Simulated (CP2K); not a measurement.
Crystal: Ga.

```xyz
2
Lattice="4.4495 0.0000 0.0000 -2.2247 3.8534 0.0000 0.0000 0.0000 2.7652" Properties=species:S:1:pos:R:3 pbc="T T T"
Ga    0.0000    2.5689    1.3826
Ga    2.2248    1.2844    1.3826
```

The cell was built by a generator and needn't be a form met in nature.

Program: CP2K 2026.2. Alike in all runs: no spin polarisation; cell as given; k mesh 7 × 7 × 10.

Question: Order these runs on this cell by their pressure, lowest first.
A. level PBEsol; potentials or basis POTENTIAL_UZH Ga GTH-PBE-q13; TZVP-MOLOPT-PBE-GTH basis; smearing fermi-dirac 0.1 eV; EPS_DEFAULT 1.0E-9; NGRIDS 4; potentials Ga GTH-PBE-q13 of POTENTIAL_UZH; points a segment of the path (NPOINTS) 8; bands added on the path 4
B. level LDA; potentials or basis GTH_POTENTIALS Ga GTH-PADE-q13; TZVP-MOLOPT-PBE-GTH basis; smearing fermi-dirac 0.1 eV; EPS_DEFAULT 1.0E-9; NGRIDS 5; potentials Ga GTH-PADE-q13 of GTH_POTENTIALS; points a segment of the path (NPOINTS) 6; bands added on the path 4
C. level PBE; potentials or basis POTENTIAL_UZH Ga GTH-PBE-q13; TZVP-MOLOPT-PBE-GTH basis; smearing fermi-dirac 0.05 eV; EPS_DEFAULT 1.0E-10; NGRIDS 4; potentials Ga GTH-PBE-q13 of POTENTIAL_UZH

Answer: B (-4.0 GPa), A (-2.2 GPa), C (0.5 GPa).

Caveats: the basis of atomic orbitals isn't converged, which shifts pressures, moduli and gaps; the potentials were made for another functional, which shifts forces and pressure (some runs).

Not every run made on this cell is shown here.
